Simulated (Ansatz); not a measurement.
# Ge: what a guessed cell relaxes into

Where does this trial cell of Ge go when cell and atoms are let free, and does the end survive a random kick?

Method: DFT PBE, scalar-relativistic, plane waves, PAW, in Ansatz 0.2.0.

## Step 1: The structure to begin with

The structure is tetragonal, space group P4/nmm (No. 129). Conventional cell: a = 3.581 Å, b = 3.581 Å, c = 3.258 Å, α = 90.00°, β = 90.00°, γ = 90.00°. Ge (site symmetry 4mm) is surrounded by 4 Ge at 2.53 Å.

As a file:

```
Ge
1.0
     3.58135    0.00000    0.00000
     0.00000    3.58135    0.00000
     0.00000    0.00000    3.25834
Ge
2
Direct
  0.50000 0.00000 0.51177
  0.00000 0.50000 0.48823
```

Recipe of the guess: random cell by space group and Wyckoff sites (P4/nmm, No. 129). Lengths come from tabulated atomic sizes and are only a guess.

## Step 2: The guess as it stands, on a coarse mesh

Input file input.yaml:

```yaml
crystal:
  lattice:
    - [3.58135193, 0.0, 0.0]
    - [0.0, 3.58135193, 0.0]
    - [0.0, 0.0, 3.25834163]
  atoms:
    - { symbol: Ge, position: [0.5, 0.0, 0.51176696] }
    - { symbol: Ge, position: [0.0, 0.5, 0.48823304] }
basis:
  ecutwfc: 420
kpoints:
  mp_grid: { grid: [6, 6, 6] }
hamiltonian:
  xc: pbe
scf:
  occupations: { method: gaussian, width: 0.1 }
  lower_state_search: "off"
output:
  forces: true
  stress: true
  eigenvalues: true
```

Started as:

```console
$ ansatz run input.yaml --threads 1 --pin off --max-ram 2560MiB --backend cpu --events-out ev --progress --plain --runs-dir out
```

Further runs follow: a loose first relaxation; final relaxation; reference for the kick test; random kick, then relaxation; the kicked end on a coarse mesh; relaxation on the finer mesh (after the kick).

Q: Predict the outcome of this session. Wanted: conventional cell; volume; energy over the standard state; gap on the mesh.

The runs gave:

| quantity | value |
| --- | --- |
| symmetry at the first end (tolerance 0.05 Å) | space group Pm-3m (No. 221) |
| conventional cell | a = 2.711 Å, b = 2.711 Å, c = 2.711 Å, α = 90.00°, β = 90.00°, γ = 90.00° |
| volume | 19.92 Å³/atom |
| energy over the standard state | +0.24 eV/atom |
| gap on the mesh | none (metal) |

What this shows: The symmetry goes from space group P4/nmm (No. 129) to space group Pm-3m (No. 221), and the volume per atom shrinks by 4.7 % from the first guess. It lies above the element's standard state, so it is metastable at best. It survived the kick, though modes of other wave vectors, which need another repeat, weren't probed.
